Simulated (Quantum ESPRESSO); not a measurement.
## CuO: equation of state with PBE

CuO:

```xyz
4
Lattice="1.9910 -2.1536 0.0000 1.9910 2.1536 0.0000 0.0000 0.0000 5.1559" Properties=species:S:1:pos:R:3 pbc="T T T"
Cu    0.9955   -1.0768    0.0000
Cu    0.9955    1.0768    2.5780
O     1.9910    0.0000    1.2890
O     1.9910    0.0000    3.8669
```

Measurements of this composition are mostly on another form, of space group No. 15.

```yaml
Program: Quantum ESPRESSO 7.5
Task: equation of state
Functional: PBE
Potentials_or_basis: SSSP 1.3 efficiency PBE
Cutoff: 748 eV
Density_cutoff: 5987 eV
k_mesh: 9 × 9 × 5
Occupations: fermi-dirac, width 0.05 eV
Spin: no spin polarisation
Mixing_beta: 0.5
Most_SCF_iterations: 120
SCF_threshold: 8e-10 Ry
```

| Property | Result |
| --- | --- |
| Equilibrium volume | 11.17 Å³/atom |
| Bulk modulus at fixed shape and positions | 152 GPa |
| Pressure derivative of the bulk modulus | 4.7 |

Energy against volume, from the lowest point:
```
volume (Å³/atom)  energy (meV/atom)
          10.390              29.27
          10.611              14.22
          10.832               4.70
          11.053               0.14
          11.274               0.00
          11.496               3.80
          11.717              11.14
```

All runs of the series together: 7.4 min on 1 thread of Intel(R) Xeon(R) Processor @ 2.70GHz, on a shared host.

Caveat: the cell was scaled at fixed shape and fractional positions, which overstates the stiffness of a crystal with free parameters, most of all of layers and chains; the run has no spin polarisation, though such a crystal can be magnetic.
